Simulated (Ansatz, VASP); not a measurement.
**Two plane-wave programs on Ru**

File INCAR:

```
SYSTEM = Ru
ALGO     = Fast           ! electronic algorithm
EDIFF    = 1E-7           ! SCF threshold, eV
ENCUT    = 520            ! plane-wave cutoff, eV
GGA      = PS             ! functional
ISIF     = 2              ! what is computed and relaxed
ISMEAR   = 0              ! smearing method
LASPH    = .TRUE.         ! aspherical terms in the spheres
LCHARG   = .FALSE.        ! write CHGCAR
LREAL    = .FALSE.        ! projectors in reciprocal space
LWAVE    = .FALSE.        ! write WAVECAR
NBANDS   = 13             ! bands
NELM     = 100            ! most SCF steps
PREC     = Accurate       ! precision mode
SIGMA    = 0.1            ! smearing width, eV
```

KPOINTS

```
k-points
0
G
  8 8 8
  0 0 0
```

Contents of POSCAR:

```
Ru
1.0
    0.0000000000      1.9041912735      1.9041912735
    1.9041912735      0.0000000000      1.9041912735
    1.9041912735      1.9041912735      0.0000000000
Ru
1
Direct
    0.0000000000      0.0000000000      0.0000000000
```

Input for Ansatz:

```yaml
crystal:
  lattice:
    - [0.0, 1.9041912735, 1.9041912735]
    - [1.9041912735, 0.0, 1.9041912735]
    - [1.9041912735, 1.9041912735, 0.0]
  atoms:
    - { symbol: Ru, position: [0.0, 0.0, 0.0] }
basis:
  ecutwfc: 420
kpoints:
  mp_grid: { grid: [8, 8, 8] }
hamiltonian:
  xc: pbesol
scf:
  occupations: { method: gaussian, width: 0.1 }
output:
  forces: true
  stress: true
  eigenvalues: true
```

Alike in both runs: task single point; functional PBEsol; k mesh 8 × 8 × 8; occupations gaussian, width 0.1 eV; no spin polarisation.

|  | VASP | Ansatz |
| --- | --- | --- |
| version | VASP 6.6.1 | Ansatz 0.2.0 |
| potentials or method | VASP PAW PBE potentials, release 64 (Ru_pv) | scalar-relativistic, plane waves, PAW |
| plane-wave cutoff (eV) | 520 | 420 |
| valence electrons in the cell | 14 | 16 |

|  | VASP | Ansatz | Ansatz less VASP |
| --- | --- | --- | --- |
| gap on the k mesh at the Fermi level (eV) | none | none | - |
| pressure (GPa) | -11.0 | -10.9 | +0.10 |

A gap of «none» marks a metal or a gap that the smearing closes. With one functional, cell and mesh, what is left measures potentials, basis and numerics. The two sets of potentials don't hold the same shells in valence.

Caveats: the PAW data sets were made with another functional, which shifts forces and pressure a little (VASP).
